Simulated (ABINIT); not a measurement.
The system is Cl.

```
CELL_PARAMETERS angstrom
3.14500 -2.25000 0.00000
3.14500 2.25000 0.00000
0.00000 0.00000 8.21000
ATOMIC_POSITIONS crystal
Cl 0.37000 0.63000 0.40000
Cl 0.13000 0.87000 0.90000
Cl 0.63000 0.37000 0.60000
Cl 0.87000 0.13000 0.10000
```

Base run:

| Property | Result |
| --- | --- |
| Program | ABINIT 10.8.3 (patched build) |
| Functional | PBE |
| Potentials or basis | PseudoDojo NC SR PBE v0.4.1 standard |
| Cutoff | 599 eV |
| k mesh | 5 × 5 × 3 |
| Occupations | fermi-dirac, width 0.05 eV |
| Spin | no spin polarisation |

Its results: band gap on the k mesh 2.47 eV, indirect (least direct gap 2.52 eV); pressure 0.2 GPa; largest force 0.096 eV/Å.

Q: The run is repeated on the same cell with these changes: functional from PBE to LDA; potentials or basis from PseudoDojo NC SR PBE v0.4.1 standard to PseudoDojo NC SR LDA v0.4.1 standard. What comes out?

A: Band gap on the k mesh 2.32 eV, indirect (least direct gap 2.37 eV); pressure -2.9 GPa; largest force 0.204 eV/Å.

Caveats: an odd mesh through Γ misses points on the zone boundary, where band edges often lie.

Not every run made on this cell is shown here.
